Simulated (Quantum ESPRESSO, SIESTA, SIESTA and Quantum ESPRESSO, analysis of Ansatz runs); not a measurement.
# Levels of V_C in SiC (F-43m), rung by rung (SIESTA and Quantum ESPRESSO)

Question: at which Fermi levels does V_C in SiC (F-43m) change its charge, and how much of the answer depends on the basis and the program? The model is a cell of 54 host atoms with 1 C taken out.

Program: SIESTA and Quantum ESPRESSO. Level of theory: SIESTA numerical-orbital DFT, PBEsol, DZP basis, PseudoDojo 0.4.1 potentials converted to PSML; charged supercells in a uniform background, point-charge correction with alignment at far sites. Results are calculated unless marked as measured.

The experiments to compare with:

For SiC, cubic 3C zincblende (literature value), “Insight into the structural, elastic and electronic properties of a new orthorhombic 6O-SiC polytype” (2020, pmc:7200658) quotes earlier work: band gap (indirect gap) 2.4 eV [literature value; measurement temperature and method not stated].

**1. The starting structure**

The cell holds 53 atoms: 27 Si and 26 C. Cell: a = 9.283 Å, b = 9.283 Å, c = 9.283 Å, α = 60.0°, β = 60.0°, γ = 60.0°. It derives from SiC (space group F-43m). Nearest the centre at fractional (0.417, 0.417, 0.417): Si27 at 1.89 Å, Si28 at 1.89 Å, Si32 at 1.89 Å, Si44 at 1.89 Å, C12 at 3.09 Å, C16 at 3.09 Å, C39 at 3.09 Å, C24 at 3.09 Å.

Coordinates:

```
CELL_PARAMETERS angstrom
0.00000 6.56441 6.56441
6.56441 0.00000 6.56441
6.56441 6.56441 0.00000
ATOMIC_POSITIONS crystal
Si 0.00000 0.00000 0.00000
C 0.08333 0.08333 0.08333
Si 0.00000 0.00000 0.33333
C 0.08333 0.08333 0.41667
Si 0.00000 0.00000 0.66667
C 0.08333 0.08333 0.75000
Si 0.00000 0.33333 0.00000
C 0.08333 0.41667 0.08333
Si 0.00000 0.33333 0.33333
C 0.08333 0.41667 0.41667
Si 0.00000 0.33333 0.66667
C 0.08333 0.41667 0.75000
Si 0.00000 0.66667 0.00000
C 0.08333 0.75000 0.08333
Si 0.00000 0.66667 0.33333
C 0.08333 0.75000 0.41667
Si 0.00000 0.66667 0.66667
C 0.08333 0.75000 0.75000
Si 0.33333 0.00000 0.00000
C 0.41667 0.08333 0.08333
Si 0.33333 0.00000 0.33333
C 0.41667 0.08333 0.41667
Si 0.33333 0.00000 0.66667
C 0.41667 0.08333 0.75000
Si 0.33333 0.33333 0.00000
C 0.41667 0.41667 0.08333
Si 0.33333 0.33333 0.33333
Si 0.33333 0.33333 0.66667
C 0.41667 0.41667 0.75000
Si 0.33333 0.66667 0.00000
C 0.41667 0.75000 0.08333
Si 0.33333 0.66667 0.33333
C 0.41667 0.75000 0.41667
Si 0.33333 0.66667 0.66667
C 0.41667 0.75000 0.75000
Si 0.66667 0.00000 0.00000
C 0.75000 0.08333 0.08333
Si 0.66667 0.00000 0.33333
C 0.75000 0.08333 0.41667
Si 0.66667 0.00000 0.66667
C 0.75000 0.08333 0.75000
Si 0.66667 0.33333 0.00000
C 0.75000 0.41667 0.08333
Si 0.66667 0.33333 0.33333
C 0.75000 0.41667 0.41667
Si 0.66667 0.33333 0.66667
C 0.75000 0.41667 0.75000
Si 0.66667 0.66667 0.00000
C 0.75000 0.75000 0.08333
Si 0.66667 0.66667 0.33333
C 0.75000 0.75000 0.41667
Si 0.66667 0.66667 0.66667
C 0.75000 0.75000 0.75000
```

Known beforehand: the electronic dielectric constant, 7.10, and the static one, 10.43, from a response run on this crystal (DFPT, PBEsol, Quantum ESPRESSO) at that run's own cell.

The cell's shortest repeat is 9.3 Å.

The primitive cell was relaxed at this level beforehand, to 20.95 Å³.

The defect-free supercell was relaxed beforehand, from displaced atoms: they ended at most 0.01 Å from the sites they started about, so the symmetric structure holds.

**2. Band edges**

Levels are counted from the valence top, which comes from the unit cell, dense mesh; the energy of the host comes from the defect-free supercell at the defects' own k-points, so that the host's part of the sampling error cancels.

The input, host.fdf:

```
SystemName                      SiC
SystemLabel                     host
NumberOfSpecies                 2
NumberOfAtoms                   2
%block ChemicalSpeciesLabel
  1   14 Si
  2    6 C
%endblock ChemicalSpeciesLabel
LatticeConstant                 1.0 Ang
%block LatticeVectors
     0.000001000     2.188136000     2.188136000
     2.188136000     0.000001000     2.188136000
     2.188136000     2.188136000     0.000001000
%endblock LatticeVectors
AtomicCoordinatesFormat         Fractional
%block AtomicCoordinatesAndAtomicSpecies
     0.000003199     0.000003199     0.000003199  1
     0.249996972     0.249996972     0.249996972  2
%endblock AtomicCoordinatesAndAtomicSpecies
%block kgrid.MonkhorstPack
   12   0   0  0.00
    0  12   0  0.00
    0   0  12  0.00
%endblock kgrid.MonkhorstPack
XC.Functional                   GGA
XC.Authors                      PBEsol
PAO.BasisSize                   DZP
PAO.EnergyShift                 0.005 Ry
Mesh.Cutoff                     300 Ry
OccupationFunction              FD
ElectronicTemperature           0.01 eV
MaxSCFIterations                150
SCF.MustConverge                true
SCF.Mixer.Method                Pulay
SCF.Mixer.Weight                0.2
SCF.Mixer.History               10
SCF.DM.Tolerance                1.0e-4
SCF.H.Tolerance                 1.0e-3 eV
WriteForces                     true
Charge.Mulliken                 end
```

On the command line:

```console
$ OMP_NUM_THREADS=1 siesta host.fdf > host.out
```

The program printed:

```text
Version         : 5.4.2

                           ***********************
                           *  WELCOME TO SIESTA  *
                           ***********************

[...]
reinit: Reading from file host.fdf

reinit: -----------------------------------------------------------------------
reinit: System Name: SiC
reinit: -----------------------------------------------------------------------
reinit: System Label: host
reinit: -----------------------------------------------------------------------

initatom: Reading input for the pseudopotentials and atomic orbitals ----------
Species number:   1 Atomic number:   14 Label: Si
Species number:   2 Atomic number:    6 Label: C

[... pseudopotential checks and orbital generation ...]

prinput: Basis input

PAO.BasisType split

%block ChemicalSpeciesLabel
    1   14 Si                      # Species index, atomic number, species label
    2    6 C                       # Species index, atomic number, species label
%endblock ChemicalSpeciesLabel

%block PAO.Basis                 # Define Basis set
# WARNING: This information might be incomplete!
[...]
(Free)E + p*V (eV/cell)     -278.7432
Target enthalpy (eV/cell)     -278.7457
[...]
siesta: Final energy (eV):
siesta:  Band Struct. =    -101.151306
siesta:       Kinetic =     156.951378
siesta:       Hartree =      31.268314
siesta:         Exch. =     -90.540145
siesta:         Corr. =     -11.300426
siesta:   Exch.-corr. =    -101.840571
siesta:  Ion-electron =    -210.155603
siesta:       Ion-ion =    -154.969201
siesta:         Total =    -278.745682
siesta:         Fermi =      -6.333765
[...]
siesta: Stress tensor (static) (eV/Ang**3):
siesta:    -0.000116   -0.000014   -0.000014
siesta:    -0.000014   -0.000116   -0.000014
siesta:    -0.000014   -0.000014   -0.000116
[...]
siesta: Cell volume =         20.953310 Ang**3
[...]
siesta: Pressure (static):
siesta:                Solid            Molecule  Units
siesta:           0.00000127          0.00000094  Ry/Bohr**3
siesta:           0.00011615          0.00008588  eV/Ang**3
siesta:           0.18609308          0.13758814  kBar
[...]
mulliken: Qtot =        8.000

Mulliken Atomic Populations:
Atom #   charge [q] valence [e]  Species
     1    -0.114310    4.114310  Si
     2     0.114310    3.885690  C
 Total     0.000000

Job completed
```

Elapsed: 26 s, on 1 MPI rank of Arm Neoverse V1, shared host; peak memory 0.2 GiB.

The gap at this level is 1.23 eV.

Test of the sampling: at one point at (¼, ¼, ¼) the host's energy lies 128 meV an atom above its value on the primitive cell's dense mesh, too far, so all defect runs take a 2×2×2 mesh.

(Continued in part 2 of 4.)

[Logs are printed without paths, hosts, clocks, repeated set-up lines and the standing remarks that a program may print on its own settings, such as how far it seeks lower states.]

[Hosts, paths, dates, database ids (printed as entryN), source tags and the programs' standing remarks are cut or masked in the printed files.]

[For some hosts the program warned that the k-mesh of the response run may be too coarse for force constants and the static dielectric constant; such warnings are not shown here.]

[Charge tables in the logs are Mulliken or Hirshfeld populations, whose sizes and signs can differ; where basis functions stand at a vacancy, SIESTA counts their charge against the missing atom's valence.]

[In relaxation paths of CP2K, step 0 can be the structure after the first move, since the trajectory file begins there, and the last row can be the final structure solved once more.]
